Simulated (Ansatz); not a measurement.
# 2H-WS2 bilayer (2H stacking) in a perpendicular field

Wanted: the out-of-plane response of the 2H-WS2 bilayer (2H stacking). A positive field points along +c.

Method: plane-wave DFT, PBE-D3(BJ), Ansatz PAW, in Ansatz 0.2.0.

This is a report of a sequence of runs, with most program output left out.

### 1. The starting structure

The cell holds 6 atoms: 4 S and 2 W. Its edges and angles: a = 3.180 Å, b = 3.180 Å, c = 50.951 Å, α = 90.0°, β = 90.0°, γ = 120.0°. Regions: layer 1: 2H-WS2, 3 atoms (2 S and 1 W); layer 2: 2H-WS2, 3 atoms (2 S and 1 W). Vacuum lies along c.

### 2. Relaxation

The starting cell is a guess, so the in-plane lattice and the atoms are relaxed first, with the slab cut off from its images along the normal.

Input file input.yaml:

```yaml
crystal:
  lattice:
    - [3.18, 0.0, 0.0]
    - [-1.59, 2.753960784, 0.0]
    - [0.0, 0.0, 50.9512404664]
  atoms:
    - { symbol: S, position: [0.3333333333, 0.6666666667, 0.4023454544] }
    - { symbol: W, position: [0.0, 0.0, 0.4364527716] }
    - { symbol: S, position: [0.3333333333, 0.6666666667, 0.4705600887] }
    - { symbol: S, position: [0.0, 0.0, 0.5294399113] }
    - { symbol: W, position: [0.3333333333, 0.6666666667, 0.5635472284] }
    - { symbol: S, position: [0.0, 0.0, 0.5976545456] }
  periodic: [true, true, false]
kpoints:
  mp_grid: { grid: [12, 12, 1] }
hamiltonian:
  xc: pbe
  dispersion: d3bj
scf:
  occupations: { method: fermi_dirac, width: 0.05 }
  convergence: { dr2_threshold: 1.0e-09 }
relax:
  f_tol: 0.004
  max_steps: 90
  cell: {}
output:
  write_potential: true
  write_density: true
  volumetric_format: npy
```

Started as:

```bash
$ ansatz run input.yaml --threads 2 --pin off --max-ram 4096MiB --backend cpu --events-out ev --progress --plain --runs-dir out
```

Run time: 3.6 min. Hardware: 2 threads of Intel Xeon at 2.50GHz (Skylake/Cascade Lake), shared host; peak memory 0.79 GiB.

The steps of the relaxation:

```tsv
step	energy less that of the first step (eV)	largest force component (eV/Å)	volume (Å³)
1	0.0000	2.6840	446.21
2	-0.9411	0.6414	441.91
3	-1.0019	0.1393	438.80
4	-1.0000	0.0431	439.62
5	-1.0053	0.0070	439.55
6	-1.0054	0.0012	439.72
7*	-1.0052	0.0012	439.72
```

Relaxation steps marked * repeat the geometry before them on a plane-wave basis chosen anew for their cell, so energy and pressure can jump there. Relaxation step 4 was tried and not accepted.

The run keeps the 12 symmetry operations that it works with, so distortions that break them were not tested.

```tsv
cell as run	before	after	change
a (Å)	3.180	3.157	-0.7 %
b (Å)	3.180	3.157	-0.7 %
```

The atoms that moved most (Å, along periodic axes as changes of fractional coordinates times the final cell, across vacuum about the mean position):

```tsv
atom	dx	dy	dz	length
S6	0.000	0.000	-0.358	0.358
S1	0.000	0.000	0.358	0.358
W2	0.000	0.000	0.197	0.197
W5	0.000	0.000	-0.197	0.197
S4	0.000	0.000	-0.034	0.034
S3	0.000	0.000	0.034	0.034
```

Final coordinates:

```xyz
6
Lattice="3.1568 0.0000 0.0000 -1.5784 2.7339 0.0000 0.0000 0.0000 50.9512" Properties=species:S:1:pos:R:3
S     0.0000    1.8226   20.8584
W     0.0000    0.0000   22.4350
S     0.0000    1.8226   24.0096
S     0.0000    0.0000   26.9417
W     0.0000    1.8226   28.5163
S     0.0000    0.0000   30.0928
```

The lattice constant a goes from 3.180 to 3.157 Å.

### 3. Single point, field 0, start network

A sawtooth potential applies the field, turning back in the middle of the vacuum. With the dipole correction the typed value is the field outside the slab. The induced dipole is small, so the SCF threshold is tight.

The cell differs from the one that the last finished run ended in (c 50.951 → 27.234 Å).

Input file input.yaml:

```yaml
crystal:
  lattice:
    - [3.1567944301, 0.0, 0.0]
    - [-1.5783972151, 2.733864171, 0.0]
    - [0.0, 0.0, 27.2343582504]
  atoms:
    - { symbol: S, position: [0.3333333333, 0.6666666667, 0.3304649192] }
    - { symbol: W, position: [0.0, 0.0, 0.3883523795] }
    - { symbol: S, position: [0.3333333333, 0.6666666667, 0.4461693152] }
    - { symbol: S, position: [0.0, 0.0, 0.5538306848] }
    - { symbol: W, position: [0.3333333333, 0.6666666667, 0.6116476205] }
    - { symbol: S, position: [0.0, 0.0, 0.6695350808] }
kpoints:
  mp_grid: { grid: [18, 18, 1] }
  band_path:
    path: [[0, 0, 0], [0.5, 0, 0], [0.33333333, 0.33333333, 0], [0, 0, 0]]
    npoints: 16
hamiltonian:
  xc: pbe
  dispersion: d3bj
scf:
  occupations: { method: fermi_dirac, width: 0.02585 }
  convergence: { dr2_threshold: 1.0e-10 }
efield:
  axis: 3
  dipole_correction: true
  ramp_position: 0.97
  ramp_width: 0.06
  amplitude: 0
output:
  dos: { projected: true, e_range: [-6, 5] }
  write_potential: true
  write_density: true
  volumetric_format: npy
  elf: true
```

The job ended after 49 s (2 threads; peak memory 0.64 GiB).

This step gave:

| Item | Value |
| --- | --- |
| gap on the k-mesh | 1.352 eV |
| dipole along the normal | -2.09e-7 e·Å |
| gap along the path | 1.352 eV |
| smallest direct gap along the path | 1.880 eV |
| ionisation energy, upper face | 5.266 eV |
| electron affinity, upper face | 3.914 eV |
| gap, the smaller of path and mesh | 1.352 eV |

Running mean over a fixed 2.7 Å (it still follows the layers) of the planar mean; the ramp of the sawtooth is left out. Electron's electrostatic potential energy less the Fermi level against z:

```tsv
z (Å)	electron's electrostatic potential energy less the Fermi level (eV)
3.5	4.61
4.0	4.61
4.5	4.61
5.0	4.61
5.5	4.60
6.0	4.58
6.5	4.45
7.0	3.81
7.5	1.85
8.0	-0.686
8.5	-3.06
9.0	-6.33
9.5	-10.3
10.0	-12.0
10.5	-12.0
11.0	-12.1
11.5	-11.2
12.0	-7.61
12.5	-4.02
13.0	-2.05
13.5	-1.28
14.0	-1.53
14.5	-2.94
15.0	-5.77
15.5	-9.70
16.0	-12.0
16.5	-12.0
17.0	-12.0
17.5	-11.5
18.0	-8.24
18.5	-4.40
19.0	-1.82
19.5	0.671
20.0	3.06
20.5	4.27
21.0	4.54
21.5	4.60
22.0	4.61
22.5	4.61
23.0	4.61
23.5	4.61
24.0	4.61
```

The density of states has structure finer than the step of the table below, so its rows give means over 0.2 eV, whole bins alone (the curve runs from -6 to 1.55 eV). Peaks (eV: height): -5.64: 8.80, -5.31: 18.4, -4.48: 20.7, -4.32: 10.8, -3.27: 10.8, -1.95: 9.04, 1.53: 13.7.

The density of states by energy, zero at the Fermi level of the run, which the smearing sets inside the gap; means over each step:

```tsv
energy (eV)	density of states (states/eV a cell)
-5.8	2.41
-5.6	7.47
-5.4	6.22
-5.2	4.76
-5.0	2.47
-4.8	4.17
-4.6	5.39
-4.4	8.48
-4.2	3.96
-4.0	3.06
-3.8	3.22
-3.6	3.63
-3.4	5.67
-3.2	8.90
-3.0	5.13
-2.8	5.06
-2.6	5.01
-2.4	2.19
-2.2	3.37
-2.0	5.99
-1.8	4.67
-1.6	3.36
-1.4	2.24
-1.2	1.02
-1.0	0.351
-0.8	0.298
-0.6	0.0412
-0.4	0
-0.2	0
0.0	0
0.2	0
0.4	0
0.6	0.00556
0.8	1.36
1.0	2.80
1.2	3.86
1.4	5.38
```

Projected DOS per atom over height of the atomic layer and energy from the Fermi level. Layers: S W S S W S from below.

Values in states/eV, 22 rows by 6 columns, each cell a mean:
```
0.57 1.76 0.43 0.43 1.76 0.57
0.22 0.89 0.26 0.26 0.89 0.22
0.06 0.18 0.07 0.07 0.18 0.06
0.00 0.00 0.00 0.00 0.00 0.00
0.00 0.00 0.00 0.00 0.00 0.00
0.00 0.00 0.00 0.00 0.00 0.00
0.00 0.04 0.03 0.03 0.04 0.00
0.02 0.16 0.06 0.06 0.16 0.02
0.15 0.71 0.15 0.15 0.71 0.15
0.33 1.31 0.32 0.32 1.31 0.33
0.47 1.49 0.45 0.45 1.49 0.47
0.65 0.25 0.57 0.57 0.25 0.65
1.03 0.45 1.02 1.02 0.45 1.03
1.34 0.78 1.26 1.26 0.78 1.34
0.99 0.87 1.03 1.03 0.87 0.99
0.45 0.66 0.48 0.48 0.66 0.45
0.53 0.62 0.55 0.55 0.62 0.53
1.20 1.19 1.17 1.17 1.19 1.20
0.72 0.58 0.61 0.61 0.58 0.72
0.70 0.65 0.64 0.64 0.65 0.70
1.14 1.03 1.07 1.07 1.03 1.14
0.54 0.45 0.53 0.53 0.45 0.54
```
Columns: height of the atomic layer (Å) from 9 to 18.2 (not evenly spaced); rows upwards: energy from the Fermi level (eV) from -5.96 to 1.51.

Electronic bands along the path, in eV, zero at the Fermi level of the run, which the smearing sets inside the gap:

```tsv
point	band 23	band 24	band 25	band 26	band 27	band 28	band 29	band 30
Γ	-2.63	-2.63	-1.41	-0.65	1.84	1.84	1.86	1.86
halfway	-2.95	-2.57	-2.03	-1.94	1.05	1.43	1.49	1.56
M	-2.36	-2.24	-2.10	-1.99	1.87	1.90	2.22	2.38
halfway	-3.41	-3.17	-1.59	-1.45	1.52	1.58	2.34	2.55
K	-3.47	-3.47	-1.15	-1.03	0.85	0.85	1.84	2.52
halfway	-2.52	-2.40	-1.97	-1.95	0.70	1.15	1.68	1.85
Γ	-2.63	-2.63	-1.41	-0.65	1.84	1.84	1.86	1.86
```

Electrostatic potential energy in the ca plane at fractional y = 0.667, with atoms of S and W within 0.2 Å of it. With pseudopotentials it is smooth inside the atoms' cores, unlike the true potential.

Ten even steps from '0' (-41 eV) to '9' (8 eV), each cell a mean:
```
99999999999999999999988645789999999877888888
99999999999999999999988645789999999877888888
99999999999999999998788766787789999988876567
99999999999999999973236888852258999998741015
99999999999999999841214888721216999998610002
99999999999999999841213888721216999998610001
99999999999999999973126888752148999998740004
99999999999999999997778767787789999988875457
```
Columns run along c (16.0 Å, from fractional 0.07 to 0.65 of the cell; values clipped at the 3rd and 97th percentile), rows up along a (3.2 Å). Atoms in or near the plane, at fractional coordinates: S at (0.33, 0.33), S at (0.45, 0.33), W at (0.61, 0.33).

Valence density in the ca plane at fractional y = 0.667, with atoms of S and W within 0.2 Å of it. It is the smooth field of the valence electrons, not physical close to the nuclei.

Values in e/Å³, 5 rows by 16 columns, each cell a mean:
```
0.0 0.0 0.0 0.0 0.0 0.0 0.1 0.2 0.5 0.6 0.2 0.1 0.2 0.5 0.4 0.3
0.0 0.0 0.0 0.0 0.0 0.0 0.1 0.5 0.5 0.5 0.5 0.2 0.1 0.4 0.5 0.6
0.0 0.0 0.0 0.0 0.0 0.0 0.5 0.9 0.6 0.5 0.9 0.5 0.1 0.2 2.4 3.0
0.0 0.0 0.0 0.0 0.0 0.0 0.6 0.8 0.6 0.5 0.8 0.6 0.1 0.2 3.1 3.6
0.0 0.0 0.0 0.0 0.0 0.0 0.2 0.7 0.5 0.5 0.7 0.3 0.1 0.3 1.0 1.2
```
Columns run along c (16.0 Å, from fractional 0.07 to 0.65 of the cell), rows up along a (3.2 Å). Atoms in or near the plane, at fractional coordinates: S at (0.33, 0.33), S at (0.45, 0.33), W at (0.61, 0.33).

ELF in the ca plane at fractional y = 0.667, with atoms of S and W within 0.2 Å of it. It is the smooth field of the valence electrons, not physical close to the nuclei.

Ten even steps from '0' (0.00) to '9' (0.94), each cell a mean:
```
00000000000000000012332233123321015787753235
00000000000000000012221233122210015787753335
00000000000000012567775222367775103677632223
00000000000000147898887422688899500234336753
00000000000001368996147523662289710012266365
00000000000001368996137523662289810012265266
00000000000000247998787422687799500234336763
00000000000000013578875222368876102566532323
```
Columns run along c (16.0 Å, from fractional 0.07 to 0.65 of the cell), rows up along a (3.2 Å). Atoms in or near the plane, at fractional coordinates: S at (0.33, 0.33), S at (0.45, 0.33), W at (0.61, 0.33).

The gap is 1.35 eV, with the valence edge 5.27 eV and the conduction edge 3.91 eV under the upper vacuum level. Spin-orbit coupling, left out in this run, matters for the bands of elements this heavy.

### 4. Atoms held, field 0.05 V/Å

Edit input.yaml of step 3 so:

```diff
@@ -28,5 +28,4 @@
   ramp_width: 0.06
-  amplitude: 0
+  amplitude: 0.05
 output:
-  dos: { projected: true, e_range: [-6, 5] }
   write_potential: true
@@ -34,2 +33 @@
   volumetric_format: npy
-  elf: true
```

The job ended after 55 s (2 threads; peak memory 0.62 GiB; 99 s of CPU time).

The dipole is 0.0245 e·Å, and the gap 1.350 eV.

### 5. Single point, field -0.05 V/Å

Edit input.yaml of step 4 so:

```diff
@@ -28,3 +28,3 @@
   ramp_width: 0.06
-  amplitude: 0.05
+  amplitude: -0.05
 output:
```

Elapsed: 53 s, on 2 threads; peak memory 0.62 GiB.

The dipole is -0.0245 e·Å, and the gap 1.350 eV.

### 6. Atoms held, field 0.1 V/Å

Edit input.yaml of step 5 so:

```diff
@@ -26,5 +26,5 @@
   dipole_correction: true
-  ramp_position: 0.97
-  ramp_width: 0.06
-  amplitude: -0.05
+  ramp_position: 0.9541
+  ramp_width: 0.0918
+  amplitude: 0.1
 output:
```

Run time: 51 s. Hardware: 2 threads; peak memory 0.61 GiB.

The dipole is 0.0490 e·Å, and the gap 1.345 eV.

### 7. Single point, field -0.1 V/Å

Edit input.yaml of step 6 so:

```diff
@@ -28,3 +28,3 @@
   ramp_width: 0.0918
-  amplitude: 0.1
+  amplitude: -0.1
 output:
```

Run time: 52 s. Hardware: 2 threads; peak memory 0.63 GiB.

The dipole is -0.0490 e·Å, and the gap 1.345 eV.

### 8. Atoms held, field 0.2 V/Å

Edit input.yaml of step 7 so:

```diff
@@ -28,3 +28,3 @@
   ramp_width: 0.0918
-  amplitude: -0.1
+  amplitude: 0.2
 output:
```

Run time: 56 s. Hardware: 2 threads; peak memory 0.62 GiB.

The dipole is 0.0980 e·Å, and the gap 1.325 eV.

### 9. Atoms held, field -0.2 V/Å

Edit input.yaml of step 8 so:

```diff
@@ -28,3 +28,3 @@
   ramp_width: 0.0918
-  amplitude: 0.2
+  amplitude: -0.2
 output:
```

It took 54 s on 2 threads; peak memory 0.62 GiB.

The dipole is -0.0980 e·Å, and the gap 1.325 eV.

### 10. Atoms held, field 0.3 V/Å

Edit input.yaml of step 9 so:

```diff
@@ -26,5 +26,5 @@
   dipole_correction: true
-  ramp_position: 0.9541
-  ramp_width: 0.0918
-  amplitude: -0.2
+  ramp_position: 0.9515
+  ramp_width: 0.0971
+  amplitude: 0.3
 output:
```

The job ended after 52 s (2 threads; peak memory 0.62 GiB; 1.7 min of CPU time).

The dipole is 0.147 e·Å, and the gap 1.293 eV.

### 11. Single point, field -0.3 V/Å

Edit input.yaml of step 10 so:

```diff
@@ -28,3 +28,3 @@
   ramp_width: 0.0971
-  amplitude: 0.3
+  amplitude: -0.3
 output:
```

Run time: 48 s. Hardware: 2 threads; peak memory 0.62 GiB.

The dipole is -0.147 e·Å, and the gap 1.293 eV.

### 12. Atoms held, field 0.4 V/Å

Edit input.yaml of step 11 so:

```diff
@@ -26,5 +26,5 @@
   dipole_correction: true
-  ramp_position: 0.9515
-  ramp_width: 0.0971
-  amplitude: -0.3
+  ramp_position: 0.9174
+  ramp_width: 0.1652
+  amplitude: 0.4
 output:
```

Wall time 52 s (2 threads); peak memory 0.63 GiB; 1.7 min of CPU time.

The dipole is 0.196 e·Å, and the gap 1.250 eV.

### 13. Atoms held, field -0.4 V/Å

Edit input.yaml of step 12 so:

```diff
@@ -28,3 +28,3 @@
   ramp_width: 0.1652
-  amplitude: 0.4
+  amplitude: -0.4
 output:
```

Elapsed: 53 s, on 2 threads; peak memory 0.63 GiB; 1.7 min of CPU time.

The dipole is -0.196 e·Å, and the gap 1.250 eV.

### 14. Response, atoms held

This step: plane-wave DFT, PBE-D3(BJ), Ansatz PAW; response to a field along the normal, atoms held (Ansatz 0.2.0).

The dipoles give the slope, and the difference of two potentials shows where the field is screened.

Numbers from this step:

```
equivalent conductor thickness p/(ε₀AE) : 10.27 Å
distance between the outer atoms        : 9.234 Å
```

The dipole of the cell by applied field:

```tsv
applied field (V/Å)	dipole of the cell (e·Å)
-0.400	-0.196
-0.300	-0.147
-0.200	-0.0980
-0.100	-0.0490
-0.050	-0.0245
0.000	-2.1e-7
0.050	0.0245
0.100	0.0490
0.200	0.0980
0.300	0.147
0.400	0.196
```

Local field over the applied field, running mean. From the potentials at -0.05 and 0.05 V/Å; running mean over 2.8 Å. Table of local field over applied field by z:

z (Å), local field over applied field and a bar:
```
        5      0.996 ##############################
        6      0.965 #############################
        7      0.802 ########################
        8      0.494 ##############
        9      0.196 #####
       10      0.060 
       11      0.050 
       12      0.130 ###
       13      0.256 #######
       14      0.270 #######
       15      0.163 ####
       16      0.060 
       17      0.049 
       18      0.147 ###
       19      0.417 ############
       20      0.737 ######################
       21      0.945 ############################
       22      0.993 ##############################
       23      0.999 ##############################
```

The induced electron density oscillates, so the rows of the table below give means over windows of 3.12 Å about each position, cut where the curve ends. Its maxima inside the range that stand out by 2 % of the span (Å: e/Å³ per V/Å): 8.1: 0.00363, 11.2: 4.2e-4, 14.3: 0.00225, 17.3: 5.7e-4. Its minima: 9.9: -5.7e-4, 12.9: -0.00225, 16.0: -4.2e-4, 19.1: -0.00363.

Electrons, planar mean, per unit field. Induced electron density against z; means over each step:

```tsv
z (Å)	induced electron density (e/Å³ per V/Å)
5.67	2.5e-4
8.79	0.00140
11.91	-6.8e-4
15.03	6.8e-4
18.15	-0.00123
21.27	-4.3e-4
```

The smaller of the gaps on the path and on the k-mesh, counted as 0 under 0.03 eV. The gap by applied field:

```tsv
applied field (V/Å)	gap (eV)
-0.400	1.25
-0.300	1.29
-0.200	1.32
-0.100	1.35
-0.050	1.35
0.000	1.35
0.050	1.35
0.100	1.35
0.200	1.32
0.300	1.29
0.400	1.25
```

By hand: between -0.05 and 0.05 V/Å the dipole changes by 0.04899 e·Å, a slope of 0.4899 e·Å²/V. A perfect conductor of thickness t has p = ε₀AEt, so t = 180.95 × 0.4899 / 8.630 = 10.27 Å (e/ε₀ = 180.95 V·Å, A in Å²).

The induced dipole is that of a conductor 10.27 Å thick.

### 15. What came out

```json
{"gap without field": "1.35 eV", "ionisation energy, upper face": "5.27 eV", "electron affinity, upper face": "3.91 eV", "equivalent conductor thickness, atoms held": "10.3 Å"}
```

In words: The induced dipole equals that of a perfect conductor 10.27 Å thick, while the outer atoms lie 9.23 Å apart; an out-of-plane ε follows only once a thickness t is chosen, by 1 − 1/ε = 10.27 Å / t. The gap goes from 1.35 eV to 1.25 eV at -0.4 V/Å. With the field reversed the gap is 1.25 eV at 0.4 V/Å. Semilocal functionals give gaps that are too small, and excitons are not included. Spin-orbit coupling is left out, which matters for the bands of elements this heavy.

[Logs are printed without paths, hosts, clocks, repeated set-up lines and the standing remarks that a program may print on its own settings, such as how far it seeks lower states.]

[Hosts, paths, dates, database ids (printed as entryN), source tags and the programs' standing remarks are cut or masked in the printed files.]

[Maps of the electrostatic potential energy from Ansatz leave out the sawtooth potential of an applied field or a dipole correction, so their vacuum need not be flat; planar profiles and work functions include it.]
